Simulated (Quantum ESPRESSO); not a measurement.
Crystal: TiB2.

```
Ti B
1.0
     3.02920    0.00000    0.00000
    -1.51460    2.62336    0.00000
     0.00000    0.00000    3.22840
Ti B
1 2
Cartesian
  0.0000 0.0000 0.0000
  1.5146 0.8745 1.6142
  0.0000 1.7489 1.6142
```

```yaml
Program: Quantum ESPRESSO 7.5
Task: phonons
Functional: vdW-DF-cx
Potentials_or_basis: GBRV 1.5 PBE
Cutoff: 612 eV
Density_cutoff: 4898 eV
k_mesh: 8 × 8 × 7
Occupations: cold, width 0.2 eV
Spin: no spin polarisation
Mixing_beta: 0.5
Most_SCF_iterations: 120
SCF_threshold: 6e-10 Ry
```

The cell and the atoms were relaxed first, to 8.41 Å³/atom (a = 3.020 Å, b = 3.020 Å, c = 3.195 Å, α = 90.00°, β = 90.00°, γ = 120.00°), and the response was taken there.

```yaml
crystal:
  lattice:
    - [3.01963, 0.00000, 0.00000]
    - [-1.50982, 2.61508, 0.00000]
    - [0.00000, 0.00000, 3.19518]
  atoms:
    - { symbol: Ti, position: [0.00000, 0.00000, 0.00000] }
    - { symbol: B, position: [0.66667, 0.33333, 0.50000] }
    - { symbol: B, position: [0.33333, 0.66667, 0.50000] }
```

Problem. Which optical modes does the crystal have at the zone centre, and which show in infrared and Raman spectra?

Solution. The optical modes are E1u + A2u + B1g + E2g. Infrared active: E1u + A2u. Raman active: E2g.

Optical modes at Γ, degenerate ones joined:
```csv
cm⁻¹,components,symmetry,active in
523,2,E1u,IR
530,1,A2u,IR
553,1,B1g,silent
900,2,E2g,Raman
```

Caveat: the mesh is thin for the phonons of a metal; the potentials were made for another functional, which shifts forces and pressure; before the sum rule the acoustic modes lie tens of cm⁻¹ from zero, a sign that the density grid also shifts the optical modes.
